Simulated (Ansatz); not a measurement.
Input of an Ansatz 0.2.0 run:

input.yaml

```yaml
crystal:
  lattice:
    - [2.1609687617, 1.2476358963, 10.5855712543]
    - [-2.1609687617, 1.2476358963, 10.5855712543]
    - [0.0, -2.4952717926, 10.5855712543]
  atoms:
    - { symbol: Bi, position: [0.39172124, 0.39172124, 0.39172124] }
    - { symbol: Bi, position: [0.60827876, 0.60827876, 0.60827876] }
    - { symbol: Te, position: [0.78040487, 0.78040487, 0.78040487] }
    - { symbol: Te, position: [0.21959513, 0.21959513, 0.21959513] }
    - { symbol: Se, position: [0.0, 0.0, 0.0] }
hamiltonian:
  xc: pbesol
  pseudopotentials: { kind: paw_fr }
magnetization:
  noncollinear: true
  spin_orbit: true
kpoints:
  mp_grid: { grid: [7, 7, 7] }
  band_path:
    path:
      - [[0.0, 0.0, 0.0], [0.5, 0.0, 0.0], [0.5, 0.1759276236, -0.1759276236]]
      - [[0.8240723764, 0.5, 0.1759276236], [0.5, 0.5, 0.5], [0.0, 0.0, 0.0], [0.3379638118, 0.0, -0.3379638118]]
      - [[0.6620361882, 0.3379638118, 0.0], [0.5, 0.5, 0.0], [0.6620361882, 0.6620361882, 0.1759276236], [0.5, 0.5, 0.5]]
      - [[0.5, 0.0, 0.0], [0.8240723764, 0.3379638118, 0.3379638118]]
    npoints: 14
scf:
  occupations: { method: fermi_dirac, width: 0.05 }
  n_extra_bands: 12
output:
  forces: true
  stress: true
  eigenvalues: true
  fatbands: false
```

Potentials or basis: Ansatz PAW.

Command:

```console
$ ansatz run input.yaml --threads 2 --pin off --max-ram 5632MiB --backend cpu --events-out ev --progress --plain --runs-dir out
```

Question: What does it give for the pressure?

Answer: -1.0 GPa.

Question: Predict the band gap on the k mesh.

Answer: 0.16 eV, indirect (least direct gap 0.23 eV).

Question: Predict the largest force.

Answer: 0.100 eV/Å.

Forces in eV/Å, atoms in the order of the input:
```
Bi   0.000  0.000 -0.100
Bi   0.000  0.000  0.100
Te   0.000  0.000  0.094
Te   0.000  0.000 -0.094
Se   0.000  0.000  0.000
```

Caveat: the PAW data sets come from PBE, with cores solved anew for the run's functional, which leaves a small shift of forces and pressure. As with any semilocal functional, this PBEsol gap is likely too small.
